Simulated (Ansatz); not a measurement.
**HfC: single point with PBE**

Crystal: HfC.

```
Hf C
1.0
     0.00000    2.32500    2.32500
     2.32500    0.00000    2.32500
     2.32500    2.32500    0.00000
Hf C
1 1
Direct
  0.50000 0.50000 0.50000
  0.00000 0.00000 0.00000
```

```json
{
 "Program": "Ansatz 0.2.0",
 "Task": "single point",
 "Functional": "PBE",
 "Potentials or basis": "Ansatz PAW",
 "Cutoff": "420 eV (not typed: the program's choice for these potentials)",
 "k mesh": "10 × 10 × 10",
 "Occupations": "gaussian, width 0.021 eV",
 "Spin": "no spin polarisation"
}
```

```yaml
Pressure: 0.2 GPa
Band_gap_on_the_k_mesh: none (metal or under the smearing width)
```

Levels at points of the mesh, in eV from the Fermi level:
| k point | band 12 | band 13 | band 14 | band 15 | band 16 | band 17 | band 18 | band 19 |
| --- | --- | --- | --- | --- | --- | --- | --- | --- |
| (0.00, 0.00, 0.00) | -11.04 | 1.00 | 1.00 | 1.00 | 1.33 | 1.33 | 1.33 | 3.33 |
| (0.00, 0.00, -0.50) | -8.49 | -6.20 | -3.06 | -3.06 | 5.25 | 5.25 | 5.71 | 6.52 |
| (0.00, -0.50, -0.50) | -10.48 | -2.66 | -1.83 | -0.12 | -0.12 | 5.24 | 6.67 | 6.67 |

Run time: 0.66 s on 2 threads of Intel(R) Xeon(R) Platinum 8488C (Sapphire Rapids), on a shared host, peak memory 0.36 GiB.

Spin-orbit coupling is left out, which matters for the levels of Hf.
